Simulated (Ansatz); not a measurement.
GeO2 (rutile)

Space group P4₂/mnm (No. 136); a = b = 4.411 Å, c = 2.870 Å, α = β = γ = 90.00°

| atom | site | symmetry | x | y | z |
|---|---|---|---|---|---|
| Ge | 2a | m.mm | 0.0000 | 0.0000 | 0.0000 |
| O | 4f | m.2m | 0.3060 | 0.3060 | 0.0000 |

Grid over V/V₀ and (c/a)/(c/a)₀, subscript 0 meaning the relaxed cell; the conventional c axis lies along z; no internal relaxation.

The numbers are results of r2SCAN (plane waves to 500 eV, PAW, scalar-relativistic; Ansatz, a program for electronic structure), not measurements. k mesh 8×8×11 (Γ-centred), Fermi-Dirac smearing 0.05 eV. The energy includes the smearing's −TS. As the atoms are clamped, bonds stretch with the cell, which overstates energies and stresses. GeO2 was relaxed with its symmetry unable to fall.

Changes of ΔE (meV/atom) from the point V/V₀ = 1.000, (c/a)/(c/a)₀ = 1.000 when one coordinate moves alone (two changes are said to add if the coupling is within 5 % of the smaller one, nearly so within 20 %):

| point | change |
|---|---|
| V/V₀ = 1.000, (c/a)/(c/a)₀ = 0.960 | 11.06 |
| V/V₀ = 1.000, (c/a)/(c/a)₀ = 0.973 | 4.78 |
| V/V₀ = 1.000, (c/a)/(c/a)₀ = 0.987 | 1.16 |
| V/V₀ = 0.960, (c/a)/(c/a)₀ = 1.000 | 13.66 |
| V/V₀ = 0.973, (c/a)/(c/a)₀ = 1.000 | 5.92 |
| V/V₀ = 0.987, (c/a)/(c/a)₀ = 1.000 | 1.44 |
| V/V₀ = 1.013, (c/a)/(c/a)₀ = 1.000 | 1.37 |
| V/V₀ = 1.027, (c/a)/(c/a)₀ = 1.000 | 5.35 |
| V/V₀ = 1.040, (c/a)/(c/a)₀ = 1.000 | 11.73 |
| V/V₀ = 1.000, (c/a)/(c/a)₀ = 1.013 | 1.10 |
| V/V₀ = 1.000, (c/a)/(c/a)₀ = 1.027 | 4.29 |
| V/V₀ = 1.000, (c/a)/(c/a)₀ = 1.040 | 9.40 |

**Question.** Do the two effects add at V/V₀ = 0.987, (c/a)/(c/a)₀ = 1.027? Give the computed change.

**Answer.** The sum of the single changes is 1.44 + (4.29) = 5.73; the calculation gives 4.84, so the coupling contributes -0.89 (over 20 % of the smaller single change, not additive).

**Question.** Do the two effects add at V/V₀ = 0.973, (c/a)/(c/a)₀ = 1.027? Give the computed change.

**Answer.** The sum of the single changes is 5.92 + (4.29) = 10.21; the calculation gives 8.38, so the coupling contributes -1.83 (over 20 % of the smaller single change, not additive).

**Question.** What is the change at V/V₀ = 1.040, (c/a)/(c/a)₀ = 0.973, where both move, and how far is it from the sum?

**Answer.** The sum of the single changes is 11.73 + (4.78) = 16.51; the calculation gives 13.29, so the coupling contributes -3.22 (over 20 % of the smaller single change, not additive).

(Under strain, the slope of the energy per volume gives the stress and its curvature an elastic modulus.)
